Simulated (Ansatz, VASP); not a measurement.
Given: the input of a run of Ansatz 0.2.0 on SnTe.

input.yaml

```yaml
crystal:
  lattice:
    - [0.0, 3.15085, 3.15085]
    - [3.15085, 0.0, 3.15085]
    - [3.15085, 3.15085, 0.0]
  atoms:
    - { symbol: Te, position: [0.5, 0.5, 0.5] }
    - { symbol: Sn, position: [0.0, 0.0, 0.0] }
hamiltonian:
  xc: pbe
  pseudopotentials: { kind: paw }
kpoints:
  mp_grid: { grid: [7, 7, 7] }
scf:
  occupations: { method: gaussian, width: 0.023 }
output:
  forces: true
  stress: true
  eigenvalues: true
```

Potentials or basis: Ansatz PAW.

The run is started by

```bash
$ ansatz run input.yaml --threads 2 --pin off --max-ram 5632MiB --backend cpu --events-out ev --progress --plain --runs-dir out
```

**Question.** Set up the same calculation for VASP 6.6.1. Potentials there: VASP PAW PBE potentials, release 64 (Te, Sn_d).

**Answer.** As run (the cutoff follows the program's own potentials):

File INCAR:

```
SYSTEM = SnTe
PREC = Accurate ; ENCUT = 520
EDIFF = 1E-6 ; ISMEAR = 0
SIGMA = 0.023 ; LREAL = .False.
LASPH = .True. ; NELM = 60
ALGO = Normal ; ISIF = 2
LWAVE = .False. ; LCHARG = .False.
GGA = PE ; NBANDS = 17
```

KPOINTS

```
Automatic mesh
0
Gamma
  7 7 7
  0 0 0
```

File POSCAR:

```
SnTe
1.0
    0.0000000000      3.1508500000      3.1508500000
    3.1508500000      0.0000000000      3.1508500000
    3.1508500000      3.1508500000      0.0000000000
Te Sn
1 1
Direct
    0.5000000000      0.5000000000      0.5000000000
    0.0000000000      0.0000000000      0.0000000000
```

Potentials or basis: VASP PAW PBE potentials, release 64 (Te, Sn_d).

Launch:

```console
$ cat potpaw_PBE.64/Te/POTCAR potpaw_PBE.64/Sn_d/POTCAR > POTCAR
$ mpirun -np 1 vasp_std > vasp.out
```

Both were run:

|  | VASP | Ansatz | Ansatz less VASP |
| --- | --- | --- | --- |
| gap on the k mesh at the Fermi level (eV) | 0.66 | 0.66 | +0.001 |
| least direct gap on the mesh (eV) | 0.66 | 0.66 | +0.001 |
| pressure (GPa) | 2.2 | 2.2 | +0.06 |

The two sets of potentials don't hold the same shells in valence.

The runs have no spin-orbit coupling, so splittings on Te are missing.
